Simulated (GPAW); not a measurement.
# CdSe (F-43m) in GPAW: single point with LDA

Aim: the single point of CdSe with LDA.

All numbers are computed with GPAW 26.7.0; they aren't measurements. Logs are shortened: lines on timing, memory, paths and dates and some standing lists are left out, and cuts for length are marked. The log counts tension as positive stress, the text compression.

## 1. Starting point

It takes space group F-43m (No. 216, cubic). Conventional cell: a = 6.141 Å, b = 6.141 Å, c = 6.141 Å, α = 90.00°, β = 90.00°, γ = 90.00°. Cd (site symmetry -43m) is surrounded by 4 Se at 2.66 Å. Around Se (site symmetry -43m) lie 4 Cd at 2.66 Å.

Measurements of this composition are mostly on another form, of space group No. 186.

## 2. Single point, LDA

Contents of run.py:

```python
from ase import Atoms
from ase.dft.bandgap import bandgap
from ase.io import write
from ase.units import GPa
from gpaw import GPAW, PW

atoms = Atoms(['Cd', 'Se'],
              cell=[[0.0, 3.0702711986, 3.0702711986],
                    [3.0702711986, 0.0, 3.0702711986],
                    [3.0702711986, 3.0702711986, 0.0]],
              scaled_positions=[[0.0, 0.0, 0.0],
                                [0.25, 0.25, 0.25]],
              pbc=True)

calc = GPAW(mode=PW(450),
            xc='LDA',
            kpts={'size': (6, 6, 6), 'gamma': True},
            occupations={'name': 'fermi-dirac', 'width': 0.05},
            nbands=18,
            maxiter=120,
            txt='gpaw.txt')
atoms.calc = calc
energy = atoms.get_potential_energy()
forces = atoms.get_forces()
stress = atoms.get_stress()
calc.write('gs.gpw')
write('result.traj', atoms)
print(f'Energy: {energy:.6f} eV')
print('Forces (eV/A):')
print(forces.round(4))
print('Stress (GPa):', (stress / GPa).round(3))
print('Fermi level:', round(calc.get_fermi_level(), 4), 'eV')
print(f'Gap: {bandgap(calc)[0]:.4f} eV, direct: {bandgap(calc, direct=True)[0]:.4f} eV')
```

Potentials or basis: the program's PAW data sets (release 1.2.1) made for this functional, pw.

On the command line:

```console
$ OMP_NUM_THREADS=1 python run.py
```

gpaw.txt:

```text
__  _  _
 | _ |_)|_||  |
 |__||  | ||/\| - 26.7.0

Input parameters:
  mode=PW(ecut=450.00000000000006),
  kpts=MonkhorstPack(size=(6, 6, 6), gamma=True),
  maxiter=120,
  nbands=18,
  occupations=Occupations(name='fermi-dirac', width=0.05),
  xc=XC(name='LDA')

Diagonalizing LCAO Hamiltonian
Converting LCAO to pw mode

            Se

       Cd

Atoms  # Å, Bohr magnetons
|   | symbol |        x |        y |        z |    initial magnetic moments |
|---|--------|----------|----------|----------|-----------------------------|
| 0 |     Cd | 0.000000 | 0.000000 | 0.000000 | ( 0.0000,  0.0000,  0.0000) |
| 1 |     Se | 1.535136 | 1.535136 | 1.535136 | ( 0.0000,  0.0000,  0.0000) |

Unit cell  # Å
| periodic |        x |        y |        z |  lengths |    angles |
|----------|----------|----------|----------|----------|-----------|
|      yes | 0.000000 | 3.070271 | 3.070271 | 4.342019 | 60.000000 |
|      yes | 3.070271 | 0.000000 | 3.070271 | 4.342019 | 60.000000 |
|      yes | 3.070271 | 3.070271 | 0.000000 | 4.342019 | 60.000000 |

Number of symmetries: 24
Symmetry operations  # r_c * U_cc + t_c -> r_c
|    | kind |            matrix            |
|----|------|------------------------------|
|  0 |  E   |  1, 0, 0,  0, 1, 0,  0, 0, 1 |
|  1 |  σ   |  1, 0, 0,  0, 0, 1,  0, 1, 0 |
|  2 |  σ   |  1, 0,-1,  0, 1,-1,  0, 0,-1 |
|  3 |  C3  |  1, 0,-1,  0, 0,-1,  0, 1,-1 |
|  4 |  C3  |  1,-1, 0,  0,-1, 1,  0,-1, 0 |
|  5 |  σ   |  1,-1, 0,  0,-1, 0,  0,-1, 1 |
|  6 |  σ   |  0, 1, 0,  1, 0, 0,  0, 0, 1 |
|  7 |  C3  |  0, 1, 0,  0, 0, 1,  1, 0, 0 |
|  8 |  C2  |  0, 1,-1,  1, 0,-1,  0, 0,-1 |
|  9 |  S4  |  0, 1,-1,  0, 0,-1,  1, 0,-1 |
| 10 |  C3  |  0, 0, 1,  1, 0, 0,  0, 1, 0 |
| 11 |  σ   |  0, 0, 1,  0, 1, 0,  1, 0, 0 |
| 12 |  S4  |  0, 0,-1,  1, 0,-1,  0, 1,-1 |
| 13 |  C3  |  0, 0,-1,  0, 1,-1,  1, 0,-1 |
| 14 |  S4  |  0,-1, 1,  1,-1, 0,  0,-1, 0 |
| 15 |  C2  |  0,-1, 1,  0,-1, 0,  1,-1, 0 |
| 16 |  C3  |  0,-1, 0,  1,-1, 0,  0,-1, 1 |
| 17 |  S4  |  0,-1, 0,  0,-1, 1,  1,-1, 0 |
| 18 |  S4  | -1, 1, 0, -1, 0, 1, -1, 0, 0 |
| 19 |  C3  | -1, 1, 0, -1, 0, 0, -1, 0, 1 |
| 20 |  C3  | -1, 0, 1, -1, 1, 0, -1, 0, 0 |
| 21 |  S4  | -1, 0, 1, -1, 0, 0, -1, 1, 0 |
| 22 |  σ   | -1, 0, 0, -1, 1, 0, -1, 0, 1 |
| 23 |  C2  | -1, 0, 0, -1, 0, 1, -1, 1, 0 |

BZ-sampling:
  Number of BZ points: 216
  Number of IBZ points: 16

  Monkhorst-Pack size: [6, 6, 6]
  Monkhorst-Pack shift: [0.08333333333333333, 0.08333333333333333, 0.08333333333333333]

K-points  # in reciprocal-cell coordinates
|     |                                coordinates |     weight |
|-----|--------------------------------------------|------------|
|   0 | (  0.00000000,   0.00000000,   0.00000000) | 0.00462963 |
|   1 | (  0.16666667,   0.16666667,   0.00000000) | 0.02777778 |
|   2 | (  0.16666667,   0.16666667,   0.16666667) | 0.03703704 |
|   3 | (  0.33333333,   0.16666667,   0.16666667) | 0.05555556 |
|   4 | (  0.33333333,   0.33333333,  -0.33333333) | 0.05555556 |
|   5 | (  0.33333333,   0.33333333,   0.00000000) | 0.02777778 |
|   6 | (  0.33333333,   0.33333333,   0.16666667) | 0.11111111 |
|   7 | (  0.33333333,   0.33333333,   0.33333333) | 0.03703704 |
|   8 | (  0.50000000,   0.33333333,  -0.33333333) | 0.11111111 |
|   9 | (  0.50000000,   0.33333333,  -0.16666667) | 0.05555556 |
| ... |                                            |            |
|  15 | (  0.50000000,   0.50000000,   0.50000000) | 0.01851852 |

Plane wave coefficients: 1278
Cutoff: 450.00000000000006 eV

Spin-components: 1 (collinear spins)
Bands:           18
Projectors:      11
Spin-degeneracy: 2
Datatype:        complex128

Parallelization:
  kpt:    1
  domain: 1
  band:   1

Density:
  Valence electrons: 18.0
  Components: 1
  Grid points: [24 24 24]
  Charge: 0.0  # |e|

Potential:
  Grid points: [24 24 24]

species:
  Cd:
    name:    Cadmium
    Z:       48.0
    valence: 12
    core:    36
    charge:  0.0  # [|e|]
    compensation charges:
      type: gauss
      rc: 0.38  # [Å]
      lmax: 2
    cutoffs:
      filter: 2.12  # [Å]
      core: 2.62  # [Å]
    projectors
    | kind |    occ | energy [eV] | rcut [Å] |
    |------|--------|-------------|----------|
    |   5s |  2.000 |      -5.950 |    1.191 |
    |   5p |  0.000 |      -1.328 |    1.228 |
    |   4d | 10.000 |     -11.904 |    1.164 |
    |    s |        |      21.261 |    1.191 |
    |    p |        |      25.883 |    1.228 |
    |    d |        |      15.307 |    1.164 |

    Using partial waves for Cd as LCAO basis

  Se:
    name:    Selenium
    Z:       34.0
    valence: 6
    core:    28
    charge:  0.0  # [|e|]
    compensation charges:
      type: gauss
      rc: 0.27  # [Å]
      lmax: 2
    cutoffs:
      filter: 1.77  # [Å]
      core: 2.67  # [Å]
    projectors
    | kind |    occ | energy [eV] | rcut [Å] |
    |------|--------|-------------|----------|
    |   4s |  2.000 |     -17.472 |    0.847 |
    |   4p |  4.000 |      -6.656 |    1.005 |
    |    s |        |       9.739 |    0.847 |
    |    p |        |      20.555 |    1.005 |
    |    d |        |       0.000 |    0.847 |

    Using partial waves for Se as LCAO basis

Reference energy: -218053.140292  # eV

eigensolver:
  PPCG
  Converge bands: occupied
  niter=2

density mixing:
  MSR1-Mixer
  Pratt-step length: 0.05
  Maximum mixing coefficient: 0.75
  Old densities: 10
  SVD Regularization: 0.005
  Good broyden scale: 1.0
  Trust region scale: 1.0
  Backstep threshold: 4.0
  History deletion threshold: 6.0
  Fourier metric: weight=20.0, sigma=0.015

occupation numbers:
  Fermi-Dirac:
    width: 0.0500  # eV

poisson solver:
  ecut: 3600.0000000000005  # eV

xc functional:
  name: None

convergence criteria:
- Maximum [total energy] change in last 3 cyles: 0.0005 eV / valence electron
- Maximum integral of absolute [dens]ity change: 0.0001 electrons / valence electron
- Maximum integral of absolute [eigenst]ate change: 4e-08 eV^2 / valence electron
maximum number of iterations: 120

SCF iterations
|iter     | |      energy | eigst |  dens |
|---------|-|-------------|-------|-------|
|iter:   1| |   -7.240073 | -0.68 |       |
|iter:   2| |   -7.164764 | -2.60 | -1.20 |
|iter:   3| |   -6.892990 | -1.71 | -1.24 |
|iter:   4| |   -6.888113 | -3.63 | -1.81 |
|iter:   5| |   -6.887025c| -3.96 | -2.28 |
|iter:   6| |   -6.887022c| -5.56 | -3.11 |
|iter:   7| |   -6.887022c| -6.93 | -3.62 |
|iter:   8| |   -6.887022c| -7.59c| -4.77c|

Converged in 8 steps
Energy contributions relative to reference atoms: (reference = -218053.140292)

Energy contributions:
  Kinetic:          13.559174
  Coulomb:         -12.546419
  Zero:              0.056128
  External:          0.000000
  Xc:               -7.955695
  Entropy:          -0.000420
  Spinorbit:         0.000000
  ----------------------------
  Free energy:      -6.887232
  Extrapolated:     -6.887022

dipole moment: (-23.588438, -23.588438, -23.588438)  # |e|*Ang

Fermi level: 3.189
Eigenvalues  # (at kpt = [0.000, 0.000, 0.000])
| band index |      eig [eV] | occ [0-2] |
|------------|---------------|-----------|
|          0 |        -9.498 |     2.000 |
|          1 |        -4.777 |     2.000 |
|          2 |        -4.777 |     2.000 |
|          3 |        -4.777 |     2.000 |
|          4 |        -4.422 |     2.000 |
|          5 |        -4.422 |     2.000 |
|          6 |         3.024 |     1.929 |
|          7 |         3.024 |     1.929 |
|          8 |         3.024 |     1.929 |
|          9 |         3.291 |     0.233 |
|         10 |         8.798 |     0.000 |
|         11 |         8.798 |     0.000 |
|         12 |         8.798 |     0.000 |
|         13 |        12.387 |     0.000 |
|         14 |        14.085 |     0.000 |
|         15 |        14.085 |     0.000 |
|         16 |        14.832 |     0.000 |
|         17 |        14.832 |     0.000 |

Gap: 0.267 eV
Transition (v -> c):
  (s=0, k=0, n=8, [0.00, 0.00, 0.00]) -> (s=0, k=0, n=9, [0.00, 0.00, 0.00])
No difference between direct/indirect transitions

Forces  # eV/Ang
|       x |        y |        z |
|---------|----------|----------|
| 0.00000 | -0.00000 | -0.00000 |  # Cd   0
| 0.00000 | -0.00000 |  0.00000 |  # Se   1

Stress tensor  # eV/Ang^3
|        x |        y |        z |
|----------|----------|----------|
| 0.026384 | 0.000000 | 0.000000 |
| 0.000000 | 0.026384 | 0.000000 |
| 0.000000 | 0.000000 | 0.026384 |

# Writing to gs.gpw (mode='')
```

Run time: 6.7 s. Hardware: 1 thread of AMD EPYC 7B13 (Zen 3), shared host; peak memory 0.14 GiB.

What came out:

* Free energy: -6.8872 eV
* Pressure: -4.2 GPa
* Band gap on the k mesh: 0.27 eV, direct

Caveat: the cutoff is short for stress and forces, so pressures can be off by a GPa or more. LDA gaps usually lie below the measured ones, often by a third to a half.
